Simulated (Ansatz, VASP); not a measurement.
**Cross-check of ZnIn15P16H (Zn-H pair in InP) between VASP and Ansatz**

One calculation is typed for both programs; each brings its own data sets. How far apart do they land? The cell is taken from a series of runs on this material, whose earlier steps may have relaxed, scaled, displaced or heated it; both programs get it as it stands.

Main program and level: Ansatz 0.2.0; plane waves, with VASP 6.6.1 beside it; single point at HSE06.

## Step 1: The starting structure

The cell holds 33 atoms: 15 In, 1 Zn, 16 P and 1 H. Cell: a = 10.323 Å, b = 10.323 Å, c = 10.323 Å, α = 109.5°, β = 109.5°, γ = 109.5°. It derives from InP (InP (F-43m)). Nearest the centre at fractional (0.183, 0.500, 0.250): H33 at 1.10 Å, Zn16 at 1.34 Å, P19 at 2.25 Å, P28 at 2.82 Å, P22 at 2.82 Å, P23 at 2.82 Å, In13 at 3.78 Å, In3 at 3.78 Å.

## Step 2: VASP: single point, HSE06

With cell and atoms fixed, the geometry can't cause a difference; cores, projectors, grids and the points listed under the comparison can.

Lines of VASP's logs that name or quote its potential files are left out, and so is its time.

The run reads the wave functions of an earlier VASP run, which isn't shown here.

INCAR

```
SYSTEM = ZnIn15P16H
PREC = Accurate
ENCUT = 400
EDIFF = 1E-06
NELM = 100
ISMEAR = -1
SIGMA = 0.01
LREAL = Auto
ALGO = Normal
LHFCALC = .TRUE.
AEXX = 0.25
GGA = PE
HFSCREEN = 0.208
LASPH = .TRUE.
NBANDS = 167
PRECFOCK = Fast
LORBIT = 11
LWAVE = .FALSE.
LCHARG = .FALSE.
ISIF = 2
```

POSCAR

```
ZnIn15P16H
1.0
   -5.9600683665      5.9600683665     -5.9600683665
    5.9600683665      5.9600683665      5.9600683665
    5.9600683665     -5.9600683665     -5.9600683665
In Zn P H
15 1 16 1
Direct
    0.0053258218      0.0043520136      0.0013698960
    0.0053632862      0.2514903707      0.7542869041
    0.9977988707      0.4999710413      0.5100254477
    0.9979122675      0.7601186560      0.2499250867
    0.2487877462      0.9976061732      0.7475306716
    0.2538192361      0.2529139753      0.4983428782
    0.2538364481      0.7484485026      0.0027856589
    0.5008949087      0.9955328799      0.4969496956
    0.4980304533      0.2479373658      0.2498872353
    0.4980227404      0.4999484609      0.9978281968
    0.5008875598      0.7470379278      0.7454167082
    0.7511234511      0.0023238409      0.2498683184
    0.7378092235      0.2398415834      0.9897695947
    0.7511177771      0.4999472978      0.7523014718
    0.7500540029      0.7520248095      0.5019274677
    0.3127017918      0.4999390420      0.2498303525
    0.0010607566      0.9991509205      0.7490567447
    0.0030310375      0.2503830093      0.5017594677
    0.9651160101      0.4999813179      0.2499265924
    0.0030538910      0.7518511487      0.0003109393
    0.2526554694      0.0015135677      0.4994987905
    0.2525814856      0.2575691200      0.2498407624
    0.2526056043      0.4999655048      0.0074850739
    0.2526174775      0.7495424060      0.7513600491
    0.5018713392      0.0007940793      0.2498760600
    0.4952803159      0.2479087717      0.9978256418
    0.5018543009      0.4999699733      0.7507003248
    0.4949381585      0.7423271099      0.4922173114
    0.7511323967      0.9984359910      0.9979510887
    0.7511511597      0.2480382484      0.7483784370
    0.7472504374      0.4999807425      0.5020141707
    0.7473058809      0.7520269549      0.2498737434
    0.0764315468      0.5000319562      0.2500939872
```

KPOINTS

```
Automatic mesh
0
Gamma
1 1 1
0 0 0
```

PAW data sets: In_d, Zn, P and H (PBE family, release 64).

Launch:

```
$ export OMP_NUM_THREADS=3
$ mpirun -np 1 vasp_gam
```

Numbers of over 12 decimals in the logs are rounded to 6 here.

What it wrote:

```text
[banner, memory and clock lines left out]
running    1 mpi-ranks, on    1 nodes
[...]
Offloading initialized ...    1 GPUs detected
[...]
LDA part: xc-table for (Slater+PW92), standard interpolation
 found WAVECAR, reading the header
 POSCAR, INCAR and KPOINTS ok, starting setup
[...]
reading WAVECAR
 the WAVECAR file was read successfully
 initial charge from wavefunction
 entering main loop
       N       E                     dE             d eps       ncg     rms          rms(c)
DAV:   1    -0.158408252801E+03   -0.15841E+03   -0.73969E+00   460   0.143E+01    0.141E+01
DAV:   2    -0.158504832858E+03   -0.96580E-01   -0.10191E+00   372   0.440E+00    0.115E+01
DAV:   3    -0.158510570269E+03   -0.57374E-02   -0.14113E-01   420   0.137E+00    0.961E+00
DAV:   4    -0.158508588251E+03    0.19820E-02   -0.11903E-02   412   0.474E-01    0.626E+00
[...]
DAV:   8    -0.158507411943E+03    0.27158E-04   -0.17445E-05   356   0.151E-02    0.897E-01
DAV:   9    -0.158507404844E+03    0.70986E-05   -0.68560E-06   292   0.825E-03    0.540E-01
DAV:  10    -0.158507404036E+03    0.80843E-06   -0.25720E-06   252   0.512E-03
   1 F= -.15850740E+03 E0= -.15850740E+03  d E =-.872759E-13
```

Parts of OUTCAR (step 2):

```text
  Total       -5.9672836     -5.9590511     -5.9484937     -5.6795682     -5.6120222      5.6802982
  in kB      -11.2894697    -11.2738948    -11.2539214    -10.7451427    -10.6173527     10.7465237
  external PRESSURE =     -11.2724286 kB  Pullay stress =       0.0000000 kB

 POSITION                                       TOTAL-FORCE (eV/Angst)
 -----------------------------------------------------------------------------------
      0.00236      0.04952     -0.01397        -0.005271     -0.006042      0.004237
      5.96254     -2.96474     -3.02867        -0.004913     -0.004199      0.004270
      0.07270      5.88702     -6.00687        -0.007043      0.006885      0.059148
      0.07230      8.98841     -2.90684        -0.007322     -0.060445     -0.007784
      8.91834      2.97326      0.00768         0.006793      0.003460     -0.004602
      2.96476      0.05001     -2.97555         0.002928     -0.003851     -0.004342
      2.96452      5.95708      2.93132         0.004025      0.004962      0.004633
      5.90993      5.95696     -0.01378         0.006777      0.005433      0.004019
     -0.00123      2.95667     -2.97992        -0.004929      0.012290     -0.004749
      5.95860      0.00085     -5.93565        -0.004588      0.005338     -0.013169
      5.90981      2.99499     -2.97566         0.003871     -0.002967     -0.003966
     -2.97366      3.00137     -5.95213        -0.003872     -0.006722     -0.005098
      2.93117     -0.07223     -8.86702         0.060319      0.006912     -0.007664
      2.98677      2.97267     -5.98076        -0.004417      0.004580      0.005945
[...]
-----------------------------------------------------------------------------------
    total drift:                                0.001663     -0.001070     -0.000244

  FREE ENERGIE OF THE ION-ELECTRON SYSTEM (eV)
  ---------------------------------------------------
  free  energy   TOTEN  =      -158.5074040357 eV

  energy  without entropy=     -158.5074040357  energy(sigma->0) =     -158.50740404

[... 3 further parts left out ...]
[key lines of the parts left out:]
E-fermi :   4.3382
```

The run ends at a pressure of -1.13 GPa, with forces up to 11 eV/Å.

(Part 1 of 2 ends here.)

[Lines on the potential files, build, host, timing and source positions are cut from VASP's logs without a mark.]

[Logs are printed without paths, hosts, clocks, repeated set-up lines and the standing remarks that a program may print on its own settings, such as how far it seeks lower states.]

[Hosts, paths, dates, database ids (printed as entryN), source tags and the programs' standing remarks are cut or masked in the printed files.]
